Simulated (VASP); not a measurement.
Set up this calculation in VASP 6.6.1, as the native input.

```yaml
Task: relaxation of cell and atoms
Functional: PBE
Dispersion: D3(BJ)
Potentials_or_basis: VASP PAW PBE potentials, release 64 (Ga_d, N)
Cutoff: 600 eV
k_mesh: 12 × 12 × 5
Occupations: gaussian, width 0.03 eV
Spin: no spin polarisation
Further_INCAR_settings: ALGO = Normal; EDIFF = 1e-06; IBRION = 2; EDIFFG = -0.01; NSW = 90; ISIF = 3
```

The structure of GaN lies in POSCAR:

```
GaN
1.0
    3.1800000000      0.0000000000      0.0000000000
   -1.5900000000      2.7539607840      0.0000000000
    0.0000000000      0.0000000000      5.1660000000
Ga N
2 2
Direct
    0.3333333333      0.6666666667      0.0000000000
    0.6666666667      0.3333333333      0.5000000000
    0.3333333333      0.6666666667      0.3750000000
    0.6666666667      0.3333333333      0.8750000000
```

The input as run:

INCAR

```
SYSTEM = GaN
ALGO     = Normal         ! electronic algorithm
EDIFF    = 1E-6           ! SCF threshold, eV
EDIFFG   = -0.01          ! ionic threshold
ENCUT    = 600            ! plane-wave cutoff, eV
GGA      = PE             ! functional
IBRION   = 2              ! ionic algorithm
ISIF     = 3              ! what is computed and relaxed
ISMEAR   = 0              ! smearing method
IVDW     = 12             ! dispersion correction
LASPH    = .True.         ! aspherical terms in the spheres
LCHARG   = .False.        ! write CHGCAR
LREAL    = .False.        ! projectors in reciprocal space
LWAVE    = .False.        ! write WAVECAR
NELM     = 80             ! most SCF steps
NSW      = 90             ! ionic steps
PREC     = Accurate       ! precision mode
SIGMA    = 0.03           ! smearing width, eV
```

KPOINTS

```
k-points
0
Gamma
  12 12 5
  0 0 0
```

Potentials or basis: VASP PAW PBE potentials, release 64 (Ga_d, N).

Command:

```console
$ cat potpaw_PBE.64/Ga_d/POTCAR potpaw_PBE.64/N/POTCAR > POTCAR
$ mpirun -np 1 vasp_std > vasp.out
```

It gave:

```yaml
Relaxed_volume: 11.52 Å³/atom
Relaxed_cell: a = 3.196 Å, b = 3.196 Å, c = 5.209 Å, α = 90.00°, β = 90.00°, γ = 120.00°
Space_group_after_relaxing_to_0.05_Å: P6_3mc (No. 186)
Energy_gained_by_relaxing: 2.6 meV/atom
Ionic_steps: 8
Pressure_after_relaxing: 0.1 GPa
Band_gap_on_the_k_mesh: 1.85 eV, direct
Dispersion_energy_per_atom: -0.252 eV
```

It took 2.5 min on 1 thread of Intel(R) Xeon(R) 6975P-C (Granite Rapids), with other jobs on the host, peak memory 0.23 GiB.
